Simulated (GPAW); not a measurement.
MnS:

```
Mn S
1.0
     0.00000    2.60450    2.60450
     2.60450    0.00000    2.60450
     2.60450    2.60450    0.00000
Mn S
1 1
Cartesian
  0.0000 0.0000 0.0000
  2.6045 2.6045 2.6045
```

Base run:

| Quantity | Value |
| --- | --- |
| Program | GPAW 26.7.0 |
| Functional | PBEsol |
| Potentials or basis | PAW data sets generated in the run's folder for this functional |
| Cutoff | 450 eV |
| Basis | pw |
| k mesh | 7 × 7 × 7 |
| Occupations | fermi-dirac, width 0.05 eV |
| Spin | collinear spin, ferromagnetic start |
| Starting moments | [5.0, 0.0] μB |

Its results: band gap on the k mesh none (metal or under the smearing width); pressure -7.7 GPa; net moment 4.64 μB per cell; site moments Mn +4.11; S +0.10 μB.

Question: The run is repeated on the same cell with these changes: functional from PBEsol to PBE; potentials or basis from PAW data sets generated in the run's folder for this functional to GPAW PAW data sets (gpaw-data 1.2.1). What comes out?

Answer: Band gap on the k mesh none (metal or under the smearing width); pressure -3.5 GPa; net moment 4.67 μB per cell; site moments Mn +4.14; S +0.10 μB.

Caveats: the cutoff is short for stress and forces, so pressures can be off by a GPa or more; a cell with one magnetic atom can't hold antiferromagnetic order, which such compounds often take; semilocal functionals often make such compounds metallic where correlation or magnetic order opens a gap, which also shifts bond lengths.
